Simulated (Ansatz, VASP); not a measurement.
Given: the input of a run of VASP 6.6.1 on Ta.

Contents of INCAR:

```
SYSTEM = Ta
PREC = Accurate
ENCUT = 600
EDIFF = 1E-7
ISMEAR = -1
SIGMA = 0.05
LREAL = .False.
LASPH = .True.
NELM = 80
ALGO = Normal
ISIF = 3
LWAVE = .False.
LCHARG = .False.
GGA = RE
IVDW = 13
IBRION = 2
NSW = 80
EDIFFG = -0.01
```

Contents of KPOINTS:

```
Automatic mesh
0
Gamma
  11 11 11
  0 0 0
```

File POSCAR:

```
Ta
1.0
   -1.6512800000      1.6512800000      1.6512800000
    1.6512800000     -1.6512800000      1.6512800000
    1.6512800000      1.6512800000     -1.6512800000
Ta
1
Direct
    0.0000000000      0.0000000000      0.0000000000
```

Potentials or basis: VASP PAW PBE potentials, release 64 (Ta_pv).

Launch:

```bash
$ cat potpaw_PBE.64/Ta_pv/POTCAR > POTCAR
$ mpirun -np 1 vasp_std > vasp.out
```

Question: Set up the same calculation for Ansatz 0.2.0. Potentials there: all-electron LAPW, scalar-relativistic.

Answer: As run (the cutoff follows the program's own potentials):

The input input.yaml:

```yaml
crystal:
  lattice:
    - [-1.65128, 1.65128, 1.65128]
    - [1.65128, -1.65128, 1.65128]
    - [1.65128, 1.65128, -1.65128]
  atoms:
    - { symbol: Ta, position: [0.0, 0.0, 0.0] }
kpoints:
  mp_grid: { grid: [11, 11, 11] }
scf:
  occupations: { method: fermi_dirac, width: 0.05 }
hamiltonian:
  xc: revpbe
  dispersion: d4
  pseudopotentials: { kind: all_electron, lapw: { basis_error: 0.001 } }
output:
  forces: true
  stress: true
relax:
  f_tol: 0.01
  max_steps: 60
  cell: {}
```

Potentials or basis: all-electron LAPW, scalar-relativistic.

Launch:

```console
$ ansatz run input.yaml --threads 1 --pin off --max-ram 3072MiB --backend cpu --events-out ev --progress --plain --runs-dir out
```

Both were run:

|  | VASP | Ansatz | Ansatz less VASP |
| --- | --- | --- | --- |
| relaxed volume (Å³/atom) | 18.14 | 18.13 | -0.010 |
| relaxed cell length with the largest relative difference (Å) | 2.867 | 2.866 | -0.0006 |

Ansatz ran all-electron here, so the differences hold the error of VASP's frozen core and of both bases.

Caveats: the PAW data sets were made with another functional, which shifts forces and pressure a little (VASP); pairwise dispersion overbinds metals, which lowers pressure and volume (VASP). Spin-orbit coupling is left out, which matters for the levels of Ta. Zero-point motion and thermal expansion aren't in these numbers.
